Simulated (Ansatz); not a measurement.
## BN (P6_3/mmc): converging the high-frequency dielectric constant

What does it take to converge ε∞ of BN (P6_3/mmc), and how much does the functional matter?

Main program and level: Ansatz 0.2.0; linear response on several functionals, plane waves, PAW.

Most raw output is cut from this account.

The database entry behind the starting cell differs from later determinations by our own check (about 0.3 % short, minor phase), so it need not match the best structure at ambient conditions.

In doubt: masses and optical values from hybrid runs of this build are listed as unsure (step 13), which bears on optical spectra.

### Step 1. Starting point

The structure is hexagonal, space group P6_3/mmc (No. 194). Conventional cell: a = 2.498 Å, b = 2.498 Å, c = 6.636 Å, α = 90.00°, β = 90.00°, γ = 120.00°. Nearest to B lie 3 N at 1.44 Å. N has 3 B at 1.44 Å nearest. Farther neighbours and most contacts between anions are not listed.

The cell and positions come from the Crystallography Open Database and are kept as given unless a step says otherwise. The default PAW set here is soft_2. Its files were made with PBE.

### Step 2. Perturbation theory, PBE, 6×6×2

This step: dielectric response by perturbation theory, PBE, plane waves, PAW.

Contents of input.yaml:

```yaml
crystal:
  lattice:
    - [2.49824, 0.0, 0.0]
    - [-1.24912, 2.1635393048, 0.0]
    - [0.0, 0.0, 6.6357]
  atoms:
    - { symbol: B, position: [0.3333333333, 0.6666666667, 0.25] }
    - { symbol: B, position: [0.6666666667, 0.3333333333, 0.75] }
    - { symbol: "N", position: [0.3333333333, 0.6666666667, 0.75] }
    - { symbol: "N", position: [0.6666666667, 0.3333333333, 0.25] }
kpoints:
  mp_grid: { grid: [6, 6, 2] }
hamiltonian:
  xc: pbe
scf:
  occupations: { method: fixed }
dielectric:
  field_mesh: kpoints
```

Run with:

```bash
> ansatz run input.yaml --threads 2 --pin off --max-ram 92160MiB --backend cuda --events-out ev --progress --plain --runs-dir out --devices 1 --max-vram 13GiB  # rebuilt from the run's record
```

It took 4.3 s on 1 × NVIDIA H100 80GB HBM3 (shared by 6 runs) with 2 threads of AMD EPYC 7R13 (Zen 3), shared host; peak memory 0.91 GiB.

One over ε∞ averages 0.27, near the quarter of exact exchange in PBE0.

High-frequency dielectric tensor:

```
4.64 0.00 0.00
0.00 4.64 0.00
0.00 0.00 2.67
```

### Step 3. Perturbation theory, PBE, 12×12×4

input.yaml, as its differences from that of step 2:

```diff
@@ -11,3 +11,3 @@
 kpoints:
-  mp_grid: { grid: [6, 6, 2] }
+  mp_grid: { grid: [12, 12, 4] }
 hamiltonian:
```

Elapsed: 11 s, on 1 × NVIDIA H100 80GB HBM3 (shared by 6 runs) with 2 threads; peak memory 1.1 GiB.

High-frequency dielectric tensor:

```
4.74 0.00 0.00
0.00 4.74 0.00
0.00 0.00 2.69
```

### Step 4. Perturbation theory, PBE, 18×18×6

input.yaml, as its differences from that of step 3:

```diff
@@ -11,3 +11,3 @@
 kpoints:
-  mp_grid: { grid: [12, 12, 4] }
+  mp_grid: { grid: [18, 18, 6] }
 hamiltonian:
```

Wall time 42 s (1 × NVIDIA H100 80GB HBM3 (shared by 6 runs) with 2 threads); peak memory 1.5 GiB.

### Step 5. Perturbation theory, LDA, 9×9×4 (response on 400 points)

The response to a uniform field gives ε∞, a yardstick for the screening that GW builds on its mesh.

This step: dielectric response by perturbation theory, LDA, plane waves, PAW.

input.yaml, as its differences from that of step 4:

```diff
@@ -11,8 +11,7 @@
 kpoints:
-  mp_grid: { grid: [18, 18, 6] }
+  mp_grid: { grid: [9, 9, 4] }
 hamiltonian:
-  xc: pbe
+  xc: lda
 scf:
   occupations: { method: fixed }
-dielectric:
-  field_mesh: kpoints
+dielectric: {}
```

Elapsed: 17 s, on 1 × NVIDIA H100 80GB HBM3 (shared by 6 runs) with 2 threads; peak memory 1.1 GiB.

Numbers from this step:

* stated error of ε∞: 0.014

### Step 6. Perturbation theory, PBEsol, 9×9×4 (response on 400 points)

This step: dielectric response by perturbation theory, PBEsol, plane waves, PAW.

input.yaml, as its differences from that of step 5:

```diff
@@ -13,3 +13,3 @@
 hamiltonian:
-  xc: lda
+  xc: pbesol
 scf:
```

Run time: 15 s. Hardware: 1 × NVIDIA H100 80GB HBM3 (shared by 6 runs) with 2 threads; peak memory 1.2 GiB; 20 s of CPU time.

This step gave:

* stated error of ε∞: 0.013

### Step 7. Perturbation theory, PBE, 9×9×4 (response on 400 points)

This step: dielectric response by perturbation theory, PBE, plane waves, PAW.

input.yaml, as its differences from that of step 6:

```diff
@@ -13,3 +13,3 @@
 hamiltonian:
-  xc: pbesol
+  xc: pbe
 scf:
```

It took 14 s on 1 × NVIDIA H100 80GB HBM3 (shared by 6 runs) with 2 threads; peak memory 1.2 GiB; 17 s of CPU time.

This step gave:

```yaml
stated_error_of_eps_infinity: 0.013
```

### Step 8. Sum over states, PBE, 6×6×2

This step: independent-particle optics on PBE, plane waves, PAW.

input.yaml, as its differences from that of step 7:

```diff
@@ -11,3 +11,3 @@
 kpoints:
-  mp_grid: { grid: [9, 9, 4] }
+  mp_grid: { grid: [6, 6, 2] }
 hamiltonian:
@@ -16,2 +16,4 @@
   occupations: { method: fixed }
-dielectric: {}
+  n_extra_bands: 24
+output:
+  optics: { e_range: [0, 30], de: 0.1, sigma: 0.2 }
```

It took 6.7 s on 1 × NVIDIA H100 80GB HBM3 (shared by 6 runs) with 2 threads; peak memory 0.95 GiB; 8.7 s of CPU time.

Numbers from this step:

```
ε∞ without local fields (xx, yy, zz)                                   : 4.839, 4.839, 3.018
electrons in the f-sum (xx, yy, zz)                                    : 13.35, 13.35, 12.27
bands in the explicit sum (the static value is completed to all bands) : 32
```

The sum gives ε∞ = 4.84 and 3.02 without local fields.

The ε₂ has structure finer than the step of the table below, so its rows give means over 1 eV, whole bins alone (the curve runs from 0 to 30 eV). Peaks (eV: height): xx=yy 5.7: 13.6, 14.1: 9.32; zz 5.0: 1.34, 10.0: 7.75, 13.6: 5.94, 18.3: 1.65.

Independent particles, no local fields, Gaussian width 0.2 eV. The ε₂ by photon energy; means over each step:

```tsv
photon energy (eV)	xx=yy	zz
3	0	0
4	0.0530	0.0134
5	6.29	1.07
6	9.80	0.829
7	3.10	0.468
8	1.47	0.334
9	0.855	0.662
10	0.597	6.21
11	0.663	4.31
12	0.694	2.49
13	3.95	3.45
14	8.38	4.30
15	5.31	1.34
16	3.46	0.737
17	2.79	0.595
18	2.18	1.18
19	1.65	1.20
20	1.33	1.14
21	1.09	0.848
22	0.832	0.495
23	0.683	0.685
24	0.547	0.777
25	0.449	0.626
26	0.409	0.826
27	0.301	0.939
28	0.301	0.910
29	0.195	0.595
```

### Step 9. Sum over states, PBE, 12×12×4

input.yaml, as its differences from that of step 8:

```diff
@@ -11,3 +11,3 @@
 kpoints:
-  mp_grid: { grid: [6, 6, 2] }
+  mp_grid: { grid: [12, 12, 4] }
 hamiltonian:
```

Wall time 21 s (1 × NVIDIA H100 80GB HBM3 (shared by 6 runs) with 2 threads); peak memory 1.1 GiB; 40 s of CPU time.

This step gave:

| Property | Result |
| --- | --- |
| ε∞ without local fields (xx, yy, zz) | 4.838, 4.838, 3.018 |
| electrons in the f-sum (xx, yy, zz) | 13.34, 13.34, 12.26 |
| bands in the explicit sum (the static value is completed to all bands) | 32 |

The sum gives ε∞ = 4.84 and 3.02 without local fields.

The ε₂ has structure finer than the step of the table below, so its rows give means over 1 eV, whole bins alone (the curve runs from 0 to 30 eV). Peaks (eV: height): xx=yy 5.7: 13.6, 14.1: 9.31; zz 5.0: 1.33, 10.0: 7.79, 13.6: 5.94, 18.3: 1.66.

Independent particles, no local fields, Gaussian width 0.2 eV. Table of ε₂ by photon energy; means over each step:

```tsv
photon energy (eV)	xx=yy	zz
3	0	0
4	0.0531	0.0135
5	6.29	1.06
6	9.81	0.829
7	3.09	0.467
8	1.47	0.333
9	0.854	0.657
10	0.596	6.22
11	0.664	4.31
12	0.692	2.49
13	3.95	3.45
14	8.39	4.30
15	5.31	1.34
16	3.46	0.735
17	2.79	0.594
18	2.18	1.18
19	1.65	1.20
20	1.33	1.14
21	1.08	0.847
22	0.833	0.495
23	0.683	0.684
24	0.547	0.778
25	0.449	0.625
26	0.409	0.826
27	0.301	0.939
28	0.301	0.911
29	0.195	0.595
```

### Step 10. Sum over states, PBE, 18×18×6

input.yaml, as its differences from that of step 9:

```diff
@@ -11,3 +11,3 @@
 kpoints:
-  mp_grid: { grid: [12, 12, 4] }
+  mp_grid: { grid: [18, 18, 6] }
 hamiltonian:
```

It took 18 s on 1 × NVIDIA H100 80GB HBM3 (shared by 6 runs) with 2 threads; peak memory 1.3 GiB; 32 s of CPU time.

Numbers from this step:

```yaml
eps_infinity_without_local_fields_xx_yy_zz: 4.838, 4.838, 3.019
electrons_in_the_f_sum_xx_yy_zz: 13.34, 13.34, 12.26
bands_in_the_explicit_sum_the_static_value_is_completed_to_all_bands: 32
```

The sum gives ε∞ = 4.84 and 3.02 without local fields.

### Step 11. A faulty input

input.yaml, as its differences from that of step 10:

```diff
@@ -11,3 +11,3 @@
 kpoints:
-  mp_grid: { grid: [18, 18, 6] }
+  mp_grid: { grid: [2, 2, 2] }
 hamiltonian:
```

It took 3.9 s on 1 × NVIDIA H100 80GB HBM3 (shared by 6 runs) with 2 threads; peak memory 0.93 GiB.

The run ended normally, though the input holds a fault or crude settings.

The fault: optics on a mesh far too coarse. So few points give a rough density and misweigh the transitions near the gap.

### Step 12. A faulty input

This step: dielectric response by perturbation theory, PBE, plane waves, PAW.

input.yaml, the sections that differ from step 11:

```yaml
kpoints:
  mp_grid: { grid: [1, 1, 1] }
scf:
  occupations: { method: fixed }
dielectric:
  field_mesh: kpoints
# crystal, hamiltonian: as in step 11
# output: removed
```

It took 2.2 s on 1 × NVIDIA H100 80GB HBM3 (shared by 6 runs) with 2 threads; peak memory 0.91 GiB; 2.5 s of CPU time.

The run ended normally, though the input holds a fault or crude settings.

The fault: perturbation theory at the zone centre alone. One point can't sample the zone of a small cell, so density and response are both far off.

### Step 13. Sum over states, HSE06, 9×9×4

The independent-particle spectrum shows where the oscillator strength lies, before excitons and local fields.

This step: independent-particle optics on HSE06, plane waves, PAW.

input.yaml, as its differences from that of step 12:

```diff
@@ -11,8 +11,9 @@
 kpoints:
-  mp_grid: { grid: [1, 1, 1] }
+  mp_grid: { grid: [9, 9, 4] }
 hamiltonian:
-  xc: pbe
+  xc: hse06
 scf:
   occupations: { method: fixed }
-dielectric:
-  field_mesh: kpoints
+  n_extra_bands: 13
+output:
+  optics: { e_range: [0, 30], de: 0.1, sigma: 0.2 }
```

The job ended after 14 s (1 × NVIDIA H100 80GB HBM3 (shared by 6 runs) with 2 threads; peak memory 1.5 GiB; 16 s of CPU time).

This step gave:

```
ε∞ without local fields (xx, yy, zz)                                   : 3.923, 3.923, 2.577
electrons in the f-sum (xx, yy, zz)                                    : 13.47, 13.47, 9.742
bands in the explicit sum (the static value is completed to all bands) : 21
```

The sum gives ε∞ = 3.92 and 2.58 without local fields.

### Step 14. The values together

Times are wall times on 1 × NVIDIA H100 80GB HBM3 (shared by 6 runs) with 2 threads of AMD EPYC 7R13 (Zen 3), shared host, good to a factor of about two.

```tsv
run	ε∞, low	middle	high	mean	time
perturbation theory, PBE, 6×6×2	2.67	4.64	4.64	3.98	4.3 s
perturbation theory, PBE, 12×12×4	2.69	4.74	4.74	4.05	11 s
perturbation theory, PBE, 18×18×6	2.69	4.74	4.74	4.06	42 s
perturbation theory, LDA, 9×9×4 (response on 400 points)	2.75	4.83	4.83	4.14	17 s
perturbation theory, PBEsol, 9×9×4 (response on 400 points)	2.74	4.80	4.80	4.12	15 s
perturbation theory, PBE, 9×9×4 (response on 400 points)	2.69	4.74	4.74	4.06	14 s
sum over states, PBE, 6×6×2	3.02	4.84	4.84	4.23	6.7 s
sum over states, PBE, 12×12×4	3.02	4.84	4.84	4.23	21 s
sum over states, PBE, 18×18×6	3.02	4.84	4.84	4.23	18 s
sum over states, PBE, 2×2×2 (optics on a mesh far too coarse)	3.15	5.18	5.18	4.50	3.9 s
perturbation theory, PBE, 1×1×1 (perturbation theory at the zone centre alone)	2.39	2.39	2.55	2.44	2.2 s
sum over states, HSE06, 9×9×4	2.58	3.92	3.92	3.47	14 s
```

### Step 15. Outcome

| Quantity | Value |
| --- | --- |
| perturbation theory, PBE, 18×18×6 | 2.69, 4.74, 4.74 |
| sum over states, PBE, 18×18×6 | 3.02, 4.84, 4.84 |
| perturbation theory, LDA, 9×9×4 (response on 400 points) | 2.75, 4.83, 4.83 |
| perturbation theory, PBEsol, 9×9×4 (response on 400 points) | 2.74, 4.80, 4.80 |
| perturbation theory, PBE, 9×9×4 (response on 400 points) | 2.69, 4.74, 4.74 |
| sum over states, HSE06, 9×9×4 | 2.58, 3.92, 3.92 |

What this shows: By perturbation theory the mean goes from 3.98 on 6×6×2 to 4.06 on 18×18×6; the last step moves it by 0.1 %. By sum over states the mean goes from 4.23 on 6×6×2 to 4.23 on 18×18×6; the last step moves it by 0.0 %. The program integrates within each cell of the mesh, so this is no plain sum over the typed points. On 9×9×4 the functionals give 4.14 (LDA), 4.12 (PBEsol) and 4.06 (PBE). The sum over HSE06 states gives 3.47; its wider gap lowers the response. Faulty inputs that left ε∞ within 3 % of the sound run are not shown: four empty bands in the optics and cutoff far too low. Perturbation theory holds local fields and the xc kernel, the sum over states neither; ions are clamped in both.

[Paths, hosts, dates, memory and timing lines, banners, echoed tables and standing remarks are left out of the program output.]

[Logs are printed without paths, hosts, clocks, repeated set-up lines and the standing remarks that a program may print on its own settings, such as how far it seeks lower states.]

[Runs of the session that timed out or met a known fault of the program may be left out.]

[Cells called generated may have been cut or substituted from an entry of the Crystallography Open Database or the Materials Project.]

[Hosts, paths, dates, database ids (printed as entryN), source tags and the programs' standing remarks are cut or masked in the printed files.]
